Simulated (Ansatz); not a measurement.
CuO (Tenorite):

```
Cu O
1.0
     2.34185   -1.71130    0.00000
     2.34185    1.71130    0.00000
    -0.85003    0.00000    5.05787
Cu O
2 2
Direct
  0.50000 0.00000 0.50000
  0.00000 0.50000 0.00000
  0.41840 0.58160 0.75000
  0.58160 0.41840 0.25000
```

```yaml
Program: Ansatz 0.2.0
Task: relaxation of cell and atoms
Functional: r2SCAN
Potentials_or_basis: Ansatz PAW
Cutoff: "500 eV (not typed: the program's choice for these potentials)"
k_mesh: 10 × 10 × 5
Occupations: fermi-dirac, width 0.05 eV
Spin: no spin polarisation
Hubbard_terms: Cu d U = 2 eV
```

At the start: volume 10.13 Å³/atom.

Task: Where does the relaxation end?

Result: It ends after 16 steps and the volume is 10.79 Å³/atom (+6.4 %); space group P4_2/mmc (No. 131, to 0.05 Å).

Step by step:
| step | energy change (eV) | largest force (eV/Å) | volume (Å³) |
| --- | --- | --- | --- |
| 1 | 0.0000 | 0.2362 | 40.54 |
| 2 | -0.0105 | 0.1991 | 40.80 |
| 3 | -0.0362 | 0.1129 | 41.07 |
| 4 | -0.0470 | 0.0505 | 43.06 |
| 5 | -0.0614 | 0.0365 | 42.97 |
| 6 | -0.0680 | 0.0036 | 42.92 |
| 7 | -0.0683 | 0.0017 | 42.94 |
| 8 | -0.0684 | 0.0004 | 42.95 |
| 9 | -0.0766 | 0.0000 | 42.95 |
| 10 | -0.0781 | 0.0293 | 43.20 |
| 11 | -0.0789 | 0.0224 | 43.19 |
| 12 | -0.0797 | 0.0016 | 43.13 |
| 13 | -0.0797 | 0.0044 | 43.16 |
| 14 | -0.0797 | 0.0014 | 43.13 |
| 15 | -0.0797 | 0.0001 | 43.14 |
| 16 | -0.0801 | 0.0000 | 43.14 |

Final structure:
```yaml
crystal:
  lattice:
    - [2.04914, -2.04440, 0.15876]
    - [2.04914, 2.04440, 0.15876]
    - [-0.40089, 0.00000, 5.11803]
  atoms:
    - { symbol: Cu, position: [0.50000, 0.00000, 0.50000] }
    - { symbol: Cu, position: [0.00000, 0.50000, 0.00000] }
    - { symbol: O, position: [0.49976, 0.50024, 0.75000] }
    - { symbol: O, position: [0.50024, 0.49976, 0.25000] }
```

Caveat: the plane-wave basis is chosen anew once the cell has moved, so the energies of steps on either side of that aren't comparable; the run has no spin polarisation, though such a crystal can be magnetic; U without spin polarisation on a metal has little footing; the PAW data sets come from PBE, with cores solved anew for the run's functional, which leaves a small shift of forces and pressure.
